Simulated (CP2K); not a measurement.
Te:

```
Te
1.0
     4.45400    0.00000    0.00000
    -2.22700    3.85728    0.00000
     0.00000    0.00000    5.92400
Te
3
Direct
  0.73100 0.73100 0.00000
  0.00000 0.26900 0.66667
  0.26900 0.00000 0.33333
```

Program: CP2K 2026.2. Alike in all runs: no spin polarisation; cell as given; k mesh 7 × 7 × 5.

Question: Order these runs on this cell by their pressure, lowest first.
A. level PW91; potentials or basis POTENTIAL_UZH Te GTH-PBE-q6; TZVP-MOLOPT-PBE-GTH basis; smearing fermi-dirac 0.05 eV; EPS_DEFAULT 1.0E-9; NGRIDS 5; potentials Te GTH-PBE-q6 of POTENTIAL_UZH
B. level LDA; potentials or basis GTH_POTENTIALS Te GTH-PADE-q6; TZVP-MOLOPT-PBE-GTH basis; smearing fermi-dirac 0.05 eV; EPS_DEFAULT 1.0E-9; NGRIDS 4; potentials Te GTH-PADE-q6 of GTH_POTENTIALS; points a segment of the path (NPOINTS) 8; bands added on the path 6
C. level PBEsol; potentials or basis POTENTIAL_UZH Te GTH-PBE-q6; TZVP-MOLOPT-PBE-GTH basis; smearing fermi-dirac 0.01 eV; EPS_DEFAULT 1.0E-10; NGRIDS 4; potentials Te GTH-PBE-q6 of POTENTIAL_UZH; points a segment of the path (NPOINTS) 10; bands added on the path 4

Answer: B (-1.1 GPa), C (0.7 GPa), A (2.3 GPa).

Caveats: the basis of atomic orbitals isn't converged, which shifts pressures, moduli and gaps; the potentials were made for another functional, which shifts forces and pressure (some runs).

Not every run made on this cell is shown here.
